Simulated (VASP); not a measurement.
# ScAlN2 (I4_1/amd) in VASP: notebook, part 2 of 3

VASP 6.6.1.

## 4. Single point, PBE

Input file INCAR:

```
SYSTEM = ScAlN2
PREC = Low ; ENCUT = 460
EDIFF = 1E-7 ; ISMEAR = 0
SIGMA = 0.05 ; LREAL = .False.
LASPH = .True. ; NELM = 100
ALGO = Normal ; ISIF = 2
LWAVE = .False. ; LCHARG = .False.
GGA = PE ; NBANDS = 34
ADDGRID = .False.
```

Input file KPOINTS:

```
regular mesh
0
Gamma
  4 4 4
  0 0 0
```

Input file POSCAR:

```
ScAlN2
1.0
   -2.1994840000      2.1994840000      4.1986215000
    2.1994840000     -2.1994840000      4.1986215000
    2.1994840000      2.1994840000     -4.1986215000
Sc Al N
2 2 4
Direct
    0.0000000000      0.0000000000      0.0000000000
    0.7500000000      0.2500000000      0.5000000000
    0.5000000000      0.5000000000      0.0000000000
    0.2500000000      0.7500000000      0.5000000000
    0.7375140000      0.7375140000      0.0000000000
    0.0124860000      0.5124860000      0.5000000000
    0.2624860000      0.2624860000      0.0000000000
    0.4875140000      0.9875140000      0.5000000000
```

Potentials or basis: VASP PAW PBE potentials, release 64 (Sc_sv, Al, N).

Command:

```bash
$ cat potpaw_PBE.64/Sc_sv/POTCAR potpaw_PBE.64/Al/POTCAR potpaw_PBE.64/N/POTCAR > POTCAR
$ mpirun -np 1 vasp_std > vasp.out
```

OUTCAR:

```text
SYSTEM = ScAlN2
   PREC = Low
   ENCUT = 460
   EDIFF = 1E-7
   ISMEAR = 0
   LREAL = .False.
   LASPH = .True.
   NELM = 100
   ISIF = 2
   GGA = PE

 Found     13 irreducible k-points:

 Following reciprocal coordinates:
            Coordinates               Weight
  0.000000  0.000000  0.000000      1.000000
  0.250000  0.000000  0.000000      8.000000
  0.500000  0.000000  0.000000      4.000000
  0.250000  0.250000  0.000000      8.000000
  0.500000  0.250000  0.000000     16.000000
 -0.250000  0.250000  0.000000      4.000000
   k-points           NKPTS =     13   k-points in BZ     NKDIM =     13   number of bands    NBANDS=     34
   number of dos      NEDOS =    301   number of ions     NIONS =      8
   total plane-waves  NPLWV =  21952
   dimension x,y,z NGX =    28 NGY =   28 NGZ =   28
   dimension x,y,z NGXF=    32 NGYF=   32 NGZF=   32
   ions per type =               2   2   4
   NGX,Y,Z   is equivalent  to a cutoff of   8.91,  8.91,  8.91 a.u.
   NGXF,Y,Z  is equivalent  to a cutoff of  10.18, 10.18, 10.18 a.u.
 SYSTEM =  ScAlN2
   PREC   = low       normal or accurate (medium, high low for compatibility)
   ISTART =      0    job   : 0-new  1-cont  2-samecut
   ICHARG =      2    charge: 1-file 2-atom 10-const
   ISPIN  =      1    spin polarized calculation?
   LNONCOLLINEAR =      F non collinear calculations
   LSORBIT =      F    spin-orbit coupling
   LASPH  =      T    aspherical Exc in radial PAW
   ENCUT  =  460.0 eV  33.81 Ry    5.81 a.u.   9.14  9.14  9.14*2*pi/ulx,y,z
   NELM   =    100;   NELMIN=  2; NELMDL= -5     # of ELM steps
   EDIFF  = 0.1E-06   stopping-criterion for ELM
   LREAL  =      F    real-space projection
   EDIFFG = 0.1E-05   stopping-criterion for IOM
   NSW    =      0    number of steps for IOM
   IBRION =     -1    ionic relax: 0-MD 1-quasi-New 2-CG
   NFREE  =      0    steps in history (QN), initial steepest desc. (CG)
   ISIF   =      2    stress and relaxation
   ISYM   =      2    0-nonsym 1-usesym 2-fastsym
   POTIM  = 0.5000    time-step for ionic-motion
   TEBEG  =    0.0;   TEEND  =   0.0 temperature during run
   PSTRESS=    0.0 pullay stress
   NELECT =      48.0000    total number of electrons
   NUPDOWN=      -1.0000    fix difference up-down
   EMIN   =  10.00;   EMAX   =-10.00  energy-range for DOS
   EFERMI =   0.00;   METHOD = LEGACY
   ISMEAR =     0;   SIGMA  =   0.05  broadening in eV -4-tet -1-fermi 0-gaus
   EFERMI_NEDOS =   21; number of points for ismear=-14 and -15
   IALGO  =     38    algorithm
   IMIX   =      4    mixing-type and parameters
     AMIX     =   0.40;   BMIX     =  1.00
     AMIX_MAG =   1.60;   BMIX_MAG =  1.00
  volume/ion in A,a.u.               =      10.16        68.54
  Fermi-wavevector in a.u.,A,eV,Ry     =   1.373681  2.595880 25.674176  1.886999
  Thomas-Fermi vector in A             =   2.499176
   LORBIT       =      0    0 simple, 1 ext, 2 COOP (PROOUT), +10 PAW based schemes
   GGA     = PE    functional components
   LHFCALC =     F    Hartree Fock is set to
   AEXX    =    0.0000 exact exchange contribution
   IVDW    =     0    specifies the selected vdW correction
   LEPSILON=     F    determine dielectric tensor
   LRPA    =     F    only Hartree local field effects (RPA)
 non-spin polarized calculation
 Gauss-broadening in eV      SIGMA  =   0.05
  energy-cutoff  :      460.00
  volume of cell :       81.25
 maximum number of plane-waves:      1854
   NGX = 19   NGY = 19   NGZ = 19

 number of electron      48.0000375 magnetization

 Free energy of the ion-electron system (eV)
  ---------------------------------------------------
  ext. energy  EPLUGINS =         0.00000000
  ---------------------------------------------------
  free energy    TOTEN  =       -64.85889568 eV

  energy without entropy =      -64.85889568  energy(sigma->0) =      -64.85889568

 E-fermi :   7.5960     XC(G=0): -11.9276

 val. band max:        7.2648242963   @ k =   0.0000   0.0000   0.0000
 cond. band min:       8.2165636229   @ k =   0.5000   0.5000   0.5000
 fundamental gap:      0.9517393266
 Fermi energy:         7.5960033919

 k-point     1 :       0.0000    0.0000    0.0000
  band No.  band energies     occupation
      1     -40.9251      2.00000
      2     -40.8190      2.00000
      3     -19.8276      2.00000
      4     -19.6747      2.00000
      5     -19.6747      2.00000
      6     -19.5175      2.00000
[... 26 lines left out ...]
     33      12.0601      0.00000
     34      12.4159      0.00000

 k-point     2 :       0.2500    0.0000    0.0000
  band No.  band energies     occupation
      1     -40.9137      2.00000
      2     -40.8299      2.00000
      3     -19.8333      2.00000
      4     -19.7316      2.00000
      5     -19.6886      2.00000
      6     -19.5174      2.00000
[... 26 lines left out ...]
     33      12.5074      0.00000
     34      13.3350      0.00000

 k-point     3 :       0.5000    0.0000    0.0000
  band No.  band energies     occupation
      1     -40.8980      2.00000
      2     -40.8451      2.00000
      3     -19.8400      2.00000
      4     -19.7860      2.00000
      5     -19.7004      2.00000
      6     -19.5038      2.00000
[... 26 lines left out ...]
     33      13.7417      0.00000
     34      14.1728      0.00000

 k-point     4 :       0.2500    0.2500    0.0000
  band No.  band energies     occupation
      1     -40.8980      2.00000
      2     -40.8450      2.00000
      3     -19.8265      2.00000
      4     -19.7976      2.00000
      5     -19.6871      2.00000
      6     -19.5517      2.00000
[... 26 lines left out ...]
     33      13.5462      0.00000
     34      13.8444      0.00000

 k-point     5 :       0.5000    0.2500    0.0000
  band No.  band energies     occupation
      1     -40.8899      2.00000
      2     -40.8525      2.00000
      3     -19.8593      2.00000
      4     -19.8174      2.00000
      5     -19.6733      2.00000
      6     -19.5835      2.00000
[... 26 lines left out ...]
     33      13.8008      0.00000
     34      14.3303      0.00000

 k-point     6 :      -0.2500    0.2500    0.0000
  band No.  band energies     occupation
      1     -40.9090      2.00000
      2     -40.8340      2.00000
      3     -19.8540      2.00000
      4     -19.7693      2.00000
      5     -19.6707      2.00000
      6     -19.5680      2.00000
[... 26 lines left out ...]
     33      13.7217      0.00000
     34      14.0414      0.00000

 [... further k-points ...]

------------------------ aborting loop because EDIFF is reached ----------------------------------------

  FORCE on cell =-STRESS in cart. coord.  units (eV):
  Direction    XX          YY          ZZ          XY          YZ          ZX
  --------------------------------------------------------------------------------------
  -------------------------------------------------------------------------------------
  Total       -0.2689035     -0.2689035     -0.2602093      0.0000000      0.0000000      0.0000000
  in kB       -5.3027210     -5.3027210     -5.1312733      0.0000000      0.0000000      0.0000000
  external PRESSURE =      -5.2455718 kB  Pullay stress =       0.0000000 kB

 VOLUME and BASIS-vectors are now :
 -----------------------------------------------------------------------------
  energy-cutoff  :      460.00
  volume of cell :       81.25
      direct lattice vectors                 reciprocal lattice vectors
    -2.199484000  2.199484000  4.198621500     0.000000000  0.227326046  0.119086705
     2.199484000 -2.199484000  4.198621500     0.227326046  0.000000000  0.119086705
     2.199484000  2.199484000 -4.198621500     0.227326046  0.227326046  0.000000000

 POSITION                                       TOTAL-FORCE (eV/Angst)
 -----------------------------------------------------------------------------------
      0.00000      0.00000      0.00000         0.000000      0.000000      0.000000
      0.00000      2.19948      2.09931         0.000000      0.000000      0.000000
      0.00000      0.00000      4.19862         0.000000      0.000000      0.000000
      2.19948      0.00000      2.09931         0.000000      0.000000      0.000000
      0.00000      0.00000      6.19308         0.000000     -0.000000     -0.003877
      2.19948      0.00000      0.10485        -0.000000      0.000000      0.003877
      0.00000      0.00000      2.20416         0.000000     -0.000000      0.003877
      2.19948      0.00000      4.09377        -0.000000      0.000000     -0.003877
 -----------------------------------------------------------------------------------
    total drift:                                0.000000     -0.000000      0.000000

  FREE ENERGIE OF THE ION-ELECTRON SYSTEM (eV)
  ---------------------------------------------------
  free  energy   TOTEN  =       -64.8588956794 eV

  energy  without entropy=      -64.8588956794  energy(sigma->0) =      -64.85889568
```

It took 13 s on 1 thread of Intel Xeon 6975P-C (Granite Rapids), shared host; peak memory 0.14 GiB.

The run converged, but some of its settings lie outside the range that counts as converged, so its numbers aren't taken as properties of the crystal.

What came out:

```
Free energy            : -64.8589 eV
Pressure               : -0.5 GPa
Largest force          : 0.004 eV/Å
Band gap on the k mesh : 0.95 eV, indirect (least direct gap 1.05 eV)
```

Caveat: the k mesh is coarse (spacing up to 0.50 Å⁻¹), so the values aren't converged; the cutoff is under 1.25 times the usual one of these potentials, so pressure, stress and relaxed cells hold a basis-set (Pulay) error.

## 5. Single point, PBE

Input file INCAR:

```
SYSTEM = ScAlN2
PREC = Accurate ; ENCUT = 460
EDIFF = 1E-7 ; ISMEAR = 0
SIGMA = 0.05 ; LREAL = Auto
LASPH = .True. ; NELM = 100
ALGO = Normal ; ISIF = 2
LWAVE = .False. ; LCHARG = .False.
GGA = PE ; NBANDS = 34
ADDGRID = .False.
```

KPOINTS is that of step 4.

POSCAR is that of step 4.

Potentials or basis: VASP PAW PBE potentials, release 64 (Sc_sv, Al, N).

Command:

```bash
$ cat potpaw_PBE.64/Sc_sv/POTCAR potpaw_PBE.64/Al/POTCAR potpaw_PBE.64/N/POTCAR > POTCAR
$ mpirun -np 1 vasp_std > vasp.out
```

OUTCAR:

```text
SYSTEM = ScAlN2
   PREC = Accurate
   ENCUT = 460
   EDIFF = 1E-7
   ISMEAR = 0
   LREAL = Auto
   LASPH = .True.
   NELM = 100
   ISIF = 2
   GGA = PE

 Found     13 irreducible k-points:

 Following reciprocal coordinates:
            Coordinates               Weight
  0.000000  0.000000  0.000000      1.000000
  0.250000  0.000000  0.000000      8.000000
  0.500000  0.000000  0.000000      4.000000
  0.250000  0.250000  0.000000      8.000000
  0.500000  0.250000  0.000000     16.000000
 -0.250000  0.250000  0.000000      4.000000
   k-points           NKPTS =     13   k-points in BZ     NKDIM =     13   number of bands    NBANDS=     34
   number of dos      NEDOS =    301   number of ions     NIONS =      8
   total plane-waves  NPLWV =  64000
   dimension x,y,z NGX =    40 NGY =   40 NGZ =   40
   dimension x,y,z NGXF=    80 NGYF=   80 NGZF=   80
   ions per type =               2   2   4
   NGX,Y,Z   is equivalent  to a cutoff of  12.73, 12.73, 12.73 a.u.
   NGXF,Y,Z  is equivalent  to a cutoff of  25.45, 25.45, 25.45 a.u.
 SYSTEM =  ScAlN2
   PREC   = accura    normal or accurate (medium, high low for compatibility)
   ISTART =      0    job   : 0-new  1-cont  2-samecut
[... 66 lines left out ...]
      1     -40.9252      2.00000
      2     -40.8192      2.00000
      3     -19.8274      2.00000
      4     -19.6749      2.00000
      5     -19.6749      2.00000
      6     -19.5176      2.00000
[... 211 lines left out ...]
     33      13.7214      0.00000
     34      14.0414      0.00000

 [... further k-points ...]

------------------------ aborting loop because EDIFF is reached ----------------------------------------

  FORCE on cell =-STRESS in cart. coord.  units (eV):
  Direction    XX          YY          ZZ          XY          YZ          ZX
  --------------------------------------------------------------------------------------
  -------------------------------------------------------------------------------------
  Total       -0.2713193     -0.2713193     -0.2984895      0.0000000      0.0000000      0.0000000
  in kB       -5.3503597     -5.3503597     -5.8861497      0.0000000      0.0000000      0.0000000
  external PRESSURE =      -5.5289564 kB  Pullay stress =       0.0000000 kB

 VOLUME and BASIS-vectors are now :
 -----------------------------------------------------------------------------
  energy-cutoff  :      460.00
  volume of cell :       81.25
      direct lattice vectors                 reciprocal lattice vectors
    -2.199484000  2.199484000  4.198621500     0.000000000  0.227326046  0.119086705
     2.199484000 -2.199484000  4.198621500     0.227326046  0.000000000  0.119086705
     2.199484000  2.199484000 -4.198621500     0.227326046  0.227326046  0.000000000

 POSITION                                       TOTAL-FORCE (eV/Angst)
 -----------------------------------------------------------------------------------
      0.00000      0.00000      0.00000        -0.000000     -0.000000     -0.000000
      0.00000      2.19948      2.09931        -0.000000     -0.000000     -0.000000
      0.00000      0.00000      4.19862        -0.000000     -0.000000     -0.000000
      2.19948      0.00000      2.09931        -0.000000     -0.000000     -0.000000
      0.00000      0.00000      6.19308        -0.000000      0.000000     -0.000807
      2.19948      0.00000      0.10485         0.000000     -0.000000      0.000807
      0.00000      0.00000      2.20416        -0.000000      0.000000      0.000807
      2.19948      0.00000      4.09377         0.000000     -0.000000     -0.000807
 -----------------------------------------------------------------------------------
    total drift:                               -0.000000      0.000000     -0.000000

  FREE ENERGIE OF THE ION-ELECTRON SYSTEM (eV)
  ---------------------------------------------------
  free  energy   TOTEN  =       -64.8553625711 eV

  energy  without entropy=      -64.8553625711  energy(sigma->0) =      -64.85536257
```

OSZICAR:

```text
N       E                     dE             d eps       ncg     rms          rms(c)
DAV:   1     0.570277535636E+03    0.57028E+03   -0.19498E+04   884   0.135E+03
DAV:   2     0.150429803363E+02   -0.55523E+03   -0.53490E+03   892   0.479E+02
DAV:   3    -0.733542749178E+02   -0.88397E+02   -0.81710E+02  1494   0.161E+02
DAV:   4    -0.776491955522E+02   -0.42949E+01   -0.42680E+01  1448   0.418E+01
DAV:   5    -0.777032783036E+02   -0.54083E-01   -0.54015E-01  1424   0.590E+00    0.240E+01
DAV:   6    -0.647800675146E+02    0.12923E+02   -0.56721E+01  1374   0.507E+01    0.936E+00
DAV:   7    -0.649716531640E+02   -0.19159E+00   -0.39486E+00  1440   0.126E+01    0.671E+00
DAV:   8    -0.648832619924E+02    0.88391E-01   -0.73355E-01  1332   0.503E+00    0.107E+00
DAV:   9    -0.648595092453E+02    0.23753E-01   -0.61628E-02  1400   0.131E+00    0.739E-01
DAV:  10    -0.648552470752E+02    0.42622E-02   -0.22735E-02  1382   0.116E+00    0.160E-01
DAV:  11    -0.648554878385E+02   -0.24076E-03   -0.24622E-03  1472   0.340E-01    0.878E-02
DAV:  12    -0.648553681484E+02    0.11969E-03   -0.62550E-04  1398   0.217E-01    0.260E-02
DAV:  13    -0.648553639428E+02    0.42056E-05   -0.58864E-05  1368   0.925E-02    0.103E-02
DAV:  14    -0.648553626019E+02    0.13410E-05   -0.41959E-06  1352   0.261E-02    0.366E-03
DAV:  15    -0.648553625711E+02    0.30735E-07   -0.83540E-07  1200   0.560E-03
   1 F= -.64855363E+02 E0= -.64855363E+02  d E =-.777649E-22
```

It took 48 s on 1 thread of Intel Xeon 6975P-C (Granite Rapids), shared host; peak memory 0.24 GiB.

The run converged, but some of its settings lie outside the range that counts as converged, so its numbers aren't taken as properties of the crystal.

What came out:

| Property | Result |
| --- | --- |
| Free energy | -64.8554 eV |
| Pressure | -0.6 GPa |
| Band gap on the k mesh | 0.95 eV, indirect (least direct gap 1.05 eV) |

Caveat: the k mesh is coarse (spacing up to 0.50 Å⁻¹), so the values aren't converged; the cutoff is under 1.25 times the usual one of these potentials, so pressure, stress and relaxed cells hold a basis-set (Pulay) error.

[end of part 2 of 3]
